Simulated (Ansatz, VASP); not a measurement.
## One calculation of SiO2, two programs

```
Si O
1.0
     4.23400    0.00000    0.00000
     0.00000    4.23400    0.00000
     0.00000    0.00000    2.69160
Si O
2 4
Direct
  0.00000 0.00000 0.00000
  0.50000 0.50000 0.50000
  0.30684 0.30684 0.00000
  0.19316 0.80684 0.50000
  0.69316 0.69316 0.00000
  0.80684 0.19316 0.50000
```

Alike in both runs: functional PBE; k mesh 4 × 4 × 6; occupations gaussian, width 0.1 eV; no spin polarisation.

Ansatz relaxed the structure, and its values are those at the end. VASP's run is a single point on that final structure, the one shown.

```csv
,VASP,Ansatz
version,VASP 6.6.1,Ansatz 0.2.0
potentials or method,"VASP PAW PBE potentials, release 64 (Si, O)","scalar-relativistic, plane waves, PAW"
plane-wave cutoff (eV),520,420
valence electrons in the cell,32,32
```

Ansatz gave:

| Quantity | Value |
| --- | --- |
| gap on the k mesh at the Fermi level (eV) | 5.04 |
| least direct gap on the mesh (eV) | 5.04 |
| pressure (GPa) | 0.0 |
| rms of the force components (eV/Å) | 0.007 |

**Question.** Which values does VASP return?

**Answer.** gap on the k mesh at the Fermi level (eV): 5.03; least direct gap on the mesh (eV): 5.03; pressure (GPa): 0.2; rms of the force components (eV/Å): 0.001.

A hybrid or GW would open this gap; PBE tends to underestimate it.
